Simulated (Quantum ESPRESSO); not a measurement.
# PbO (Litharge): equation of state with PBE

Crystal: PbO (Litharge).

```
Pb O
1.0
     3.99000    0.00000    0.00000
     0.00000    3.99000    0.00000
     0.00000    0.00000    5.01000
Pb O
2 2
Direct
  0.50000 0.00000 0.76000
  0.00000 0.50000 0.24000
  0.50000 0.50000 0.00000
  0.00000 0.00000 0.00000
```

```json
{
 "Program": "Quantum ESPRESSO 7.5",
 "Task": "equation of state",
 "Functional": "PBE",
 "Potentials or basis": "SSSP 1.3 efficiency PBE",
 "Cutoff": "748 eV",
 "Density cutoff": "5987 eV",
 "k mesh": "7 × 7 × 6",
 "Occupations": "fermi-dirac, width 0.05 eV",
 "Spin": "no spin polarisation",
 "Mixing beta": "0.5",
 "Most SCF iterations": "120",
 "SCF threshold": "8e-10 Ry"
}
```

| Item | Value |
| --- | --- |
| Equilibrium volume | 20.83 Å³/atom |
| Bulk modulus at fixed shape and positions | 74 GPa |
| Pressure derivative of the bulk modulus | 4.6 |

Energy against volume, from the lowest point:
| volume (Å³/atom) | energy (meV/atom) |
| --- | --- |
| 18.744 | 58.29 |
| 19.142 | 36.63 |
| 19.541 | 20.52 |
| 19.940 | 9.36 |
| 20.339 | 2.67 |
| 20.738 | 0.00 |
| 21.136 | 0.92 |

All runs of the series together: 10 min on 1 thread of Arm Neoverse V2, with other jobs on the host.

Caveat: the cell was scaled at fixed shape and fractional positions, which overstates the stiffness of a crystal with free parameters, most of all of layers and chains. The run has no spin-orbit coupling, so splittings on Pb are missing.
